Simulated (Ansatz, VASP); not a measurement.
# CsH6 in VASP and in Ansatz

INCAR

```
SYSTEM = CsH6
  PREC = Accurate
  ENCUT = 600
  EDIFF = 1E-6
  ISMEAR = 0
  SIGMA = 0.1
  LREAL = .FALSE.
  LASPH = .TRUE.
  NELM = 100
  ALGO = Normal
  ISIF = 3
  LWAVE = .FALSE.
  LCHARG = .FALSE.
  GGA = PE
  IBRION = 2
  NSW = 100
  EDIFFG = -0.01
```

File KPOINTS:

```
Automatic mesh
0
G
  9 9 6
  0 0 0
```

POSCAR

```
CsH6
1.0
    5.5889860429      0.0000000000      0.0000000000
   -2.7944930214      4.8402038945      0.0000000000
    0.0000000000      0.0000000000      6.6401121510
Cs H
1 6
Direct
    0.0000000000      0.0000000000      0.5000000000
    0.5000000000      0.5000000000      0.0572598635
    0.0000000000      0.5000000000      0.0572598635
    0.5000000000      0.0000000000      0.0572598635
    0.0000000000      0.5000000000      0.9427401365
    0.5000000000      0.0000000000      0.9427401365
    0.5000000000      0.5000000000      0.9427401365
```

Input for Ansatz:

```yaml
crystal:
  lattice:
    - [5.5889860429, 0.0, 0.0]
    - [-2.7944930214, 4.8402038945, 0.0]
    - [0.0, 0.0, 6.640112151]
  atoms:
    - { symbol: Cs, position: [0.0, 0.0, 0.5] }
    - { symbol: H, position: [0.5, 0.5, 0.0572598635] }
    - { symbol: H, position: [0.0, 0.5, 0.0572598635] }
    - { symbol: H, position: [0.5, 0.0, 0.0572598635] }
    - { symbol: H, position: [0.0, 0.5, 0.9427401365] }
    - { symbol: H, position: [0.5, 0.0, 0.9427401365] }
    - { symbol: H, position: [0.5, 0.5, 0.9427401365] }
basis:
  ecutwfc: 420
kpoints:
  mp_grid: { grid: [9, 9, 6] }
hamiltonian:
  xc: pbe
scf:
  occupations: { method: gaussian, width: 0.1 }
output:
  forces: true
  stress: true
  eigenvalues: true
  write_density: true
  write_potential: true
  elf: true
  volumetric_format: npy
relax:
  adjacent_minimum: "off"
  f_tol: 0.01
  max_steps: 80
  cell: { stress_tol: 0.05 }
```

Change from the starting cell: species swapped into the MoCl6 type (P-31m, No. 162).

Alike in both runs: task relaxation of cell and atoms; functional PBE; k mesh 9 × 9 × 6; occupations gaussian, width 0.1 eV; no spin polarisation.

|  | VASP | Ansatz |
| --- | --- | --- |
| version | VASP 6.6.1 | Ansatz 0.2.0 |
| potentials or method | VASP PAW PBE potentials, release 64 (Cs_sv, H) | scalar-relativistic, plane waves, PAW |
| plane-wave cutoff (eV) | 600 | 420 |
| valence electrons in the cell | 15 | 15 |

```csv
,VASP,Ansatz,Ansatz less VASP
"gap on the k mesh at the Fermi level, each at its own relaxed structure (eV)",none,none,-
relaxed volume (Å³/atom),25.66,25.66,+0.004
relaxed cell length with the largest relative difference (Å),6.640,6.640,+0.0004
```

A gap of «none» marks a metal or a gap that the smearing closes. Ansatz warned: «xc_potential_rough_in_thin_density».

The runs have no spin-orbit coupling, so splittings on Cs are missing.
